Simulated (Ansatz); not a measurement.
## Bi2Se3: pressure against volume scale

Periodic Kohn-Sham DFT of a crystal at fixed atoms, scaled to volume_scale times the given cell; pressure positive in compression, energy less spherical unpolarised free atoms, largest_vzz the field gradient of largest size among the nuclei. The results are calculated, by Ansatz 0.2.0.

The cell before it is scaled or strained (space group R-3m, No. 166):
```
Bi2Se3
1.0
      2.0715     1.1960     9.5453
     -2.0715     1.1960     9.5453
      0.0000    -2.3920     9.5453
Bi Se
2 3
Direct
  0.40080 0.40080 0.40080
  0.59920 0.59920 0.59920
  0.00000 0.00000 0.00000
  0.21170 0.21170 0.21170
  0.78830 0.78830 0.78830
```

Settings of every row: method frozen-core PAW; functional PBE; relativity scalar; k mesh 6x6x6; filling fermi-dirac; smearing width 0.03 eV; wave cutoff 420 eV; paw set soft_2.

Atom start moment: 0 on all atoms.

Limits: a layered crystal: even scaling strains the bonds within the layers, so this curve is stiffer than the crystal under pressure; field gradient without spin-orbit coupling on heavy atoms; no spin-orbit coupling on heavy atoms; small gap, it may come from the mesh.

```
row  volume scale  V (Å³/atom)  pressure (GPa)  largest V_zz (1e21 V/m^2)
  1          0.94       26.676           7.305                      7.684
  2          0.96       27.243            5.54                      7.664
  3          0.98       27.811           3.953                      7.644
  4          0.99       28.095            3.22                      7.641
  5             1       28.378           2.525                      7.639
  6          1.01       28.662               ?                          ?
  7          1.02       28.946            1.24                      7.616
  8          1.04       29.513           0.084                      7.585
  9          1.06       30.081          -0.957                      7.568
```

Question: what pressure should row 6 give?

Worked fit of pressure. Take u = (V_r/V)^(2/3) − 1 with V_r = 28.236 Å³ an atom, which is twice the finite (Eulerian) strain; such expansions in the strain, on which the Birch-Murnaghan equation of state is built, carry the rest volume and the bulk modulus. The shown rows have u = 0.03862, 0.02415, 0.01016, 0.00334, -0.00334, -0.01642, -0.02906, -0.04132. Least squares give pressure = 2.8694 + 103.761 × u + 278.8 × u² + 214 × u³ GPa; a parabola predicts inner rows, each left out in turn, worse (root mean square 0.0034 against 0.00099 GPa). The rows lie off it by 0.000, -0.001, 0.000, 0.001, -0.001, 0.000, 0.000, 0.000. The pressure vanishes at u = -0.0300, or V = 29.56 Å³ an atom, and there the bulk modulus at fixed shape and fractions is B = −V dP/dV = (2/3)(1 + u) dP/du = 56.6 GPa. Letting shape and atoms relax would as a rule lower it, by much in layered, chain or molecular crystals. The withheld row has u = -0.00993, so the fit gives 2.8694 + 103.761 × (-0.00993) + 278.8 × (-0.00993)² + 214 × (-0.00993)³ = 1.866 GPa.

The calculation gave 1.865 GPa. The fit lies 0.001 GPa (0.012 % of the column's range) above it, one unit of the last digit.

The other values of row 6: largest V_zz 7.629 1e21 V/m^2.
